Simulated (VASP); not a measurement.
Here is a VASP 6.6.1 calculation.

File INCAR:

```
PREC = Accurate ; ENCUT = 600
EDIFF = 1E-7 ; ISMEAR = 0
SIGMA = 0.03 ; LREAL = False
LASPH = True ; NELM = 80
ALGO = Normal ; ISIF = 3
LWAVE = False ; LCHARG = False
METAGGA = R2SCAN ; LMIXTAU = True
IBRION = 2 ; NSW = 90
EDIFFG = -0.005
```

KPOINTS

```
regular mesh
0
Gamma
  9 9 5
```

Contents of POSCAR:

```
PtS2                                    
1.0
    3.5497777490     -0.0000000000     -0.0000000000
   -1.7748888745      3.0741977084      0.0000000000
    0.0000000000      0.0000000000      5.5914479830
  Pt              S             
     1     2
Direct
     0.0000000000000000    0.0000000000000000    0.0000000000000000
     0.3333333332999970    0.6666666667000030    0.2202751859272925
     0.6666666667000030    0.3333333332999970    0.7797248140727073
```

Potentials or basis: VASP PAW PBE potentials, release 64 (Pt, S).

Launch:

```bash
$ cat potpaw_PBE.64/Pt/POTCAR potpaw_PBE.64/S/POTCAR > POTCAR
$ mpirun -np 1 vasp_std > vasp.out
```

Problem. Predict the relaxed cell.

Solution. a = 3.548 Å, b = 3.548 Å, c = 5.594 Å, α = 90.00°, β = 90.00°, γ = 120.00°.

Problem. Predict the relaxed volume.

Solution. 20.33 Å³/atom.

Problem. Estimate the band gap on the k mesh.

Solution. 1.41 eV, indirect (least direct gap 1.48 eV).

Final structure:
```
Pt S
1.0
     3.54843    0.00000    0.00000
    -1.77422    3.07303    0.00000
     0.00000    0.00000    5.59380
Pt S
1 2
Direct
  0.00000 0.00000 0.00000
  0.33333 0.66667 0.22035
  0.66667 0.33333 0.77965
```

Caveat: the PAW data sets were made with another functional, which shifts forces and pressure a little; spin-orbit coupling is left out, which moves the levels of the heavy elements; an odd mesh through Γ misses points on the zone boundary, where band edges often lie. r2SCAN opens gaps a little over a GGA but as a rule still falls short of measured ones.
